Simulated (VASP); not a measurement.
## CsPbBr3: relaxation of cell and atoms with PBEsol

CsPbBr3:

```xyz
5
Lattice="5.7425 0.0000 0.0000 0.0000 5.7425 0.0000 0.0000 0.0000 5.7425" Properties=species:S:1:pos:R:3 pbc="T T T"
Cs    0.0000    0.0000    0.0000
Pb    2.8712    2.8712    2.8712
Br    0.0000    2.8712    2.8712
Br    2.8712    0.0000    2.8712
Br    2.8712    2.8712    0.0000
```

Measurements of this composition are mostly on another form, of space group No. 62.

```yaml
Program: VASP 6.6.1
Task: relaxation of cell and atoms
Functional: PBEsol
Potentials_or_basis: VASP PAW PBE potentials, release 64 (Cs_sv, Pb_d, Br)
Cutoff: 600 eV
k_mesh: 6 × 6 × 6
Occupations: gaussian, width 0.03 eV
Spin: no spin polarisation
Target_pressure: 1.7 GPa
Further_INCAR_settings: ALGO = Normal; EDIFF = 1e-07; IBRION = 2; EDIFFG = -0.005; NSW = 90; ISIF = 3
Target_pressure: 1.7 GPa
```

```
Pressure after relaxing : 1.7 GPa
Band gap on the k mesh  : 1.13 eV, direct
```

Final structure:
```cif
data_structure
_symmetry_space_group_name_H-M 'P 1'
_symmetry_Int_Tables_number 1
_cell_length_a 5.7425
_cell_length_b 5.7425
_cell_length_c 5.7425
_cell_angle_alpha 90.000
_cell_angle_beta 90.000
_cell_angle_gamma 90.000
_cell_volume 189.36
loop_
_atom_site_label
_atom_site_type_symbol
_atom_site_fract_x
_atom_site_fract_y
_atom_site_fract_z
_atom_site_occupancy
Cs1 Cs 0.00000 0.00000 0.00000 1
Pb1 Pb 0.50000 0.50000 0.50000 1
Br1 Br 0.00000 0.50000 0.50000 1
Br2 Br 0.50000 0.00000 0.50000 1
Br3 Br 0.50000 0.50000 0.00000 1
```

Levels at points of the mesh, in eV from the valence-band top:
```
           k point  band 20  band 21  band 22  band 23  band 24  band 25
(0.00, 0.00, 0.00)    -2.52    -2.52    -2.52     2.51     3.52     3.52
(0.50, 0.00, 0.00)    -2.67    -2.67    -1.69     2.33     4.05     4.63
(0.50, 0.50, 0.00)    -2.71    -2.13    -0.83     1.77     1.77     4.69
(0.50, 0.50, 0.50)    -2.12    -2.12     0.00     1.13     1.13     1.13
```

It took 75 s on 1 thread of AMD EPYC 9R45 (Zen 5) (shared host), peak memory 0.37 GiB.

Caveat: the relaxation stopped at its first step, so nothing moved; the cell is relaxed towards a set pressure, so the enthalpy falls and the energy may rise; the PAW data sets were made with another functional, which shifts forces and pressure a little; spin-orbit coupling is left out, which as a rule narrows the gap of such compounds by several tenths of an eV. As with any semilocal functional, this PBEsol gap is likely too small.
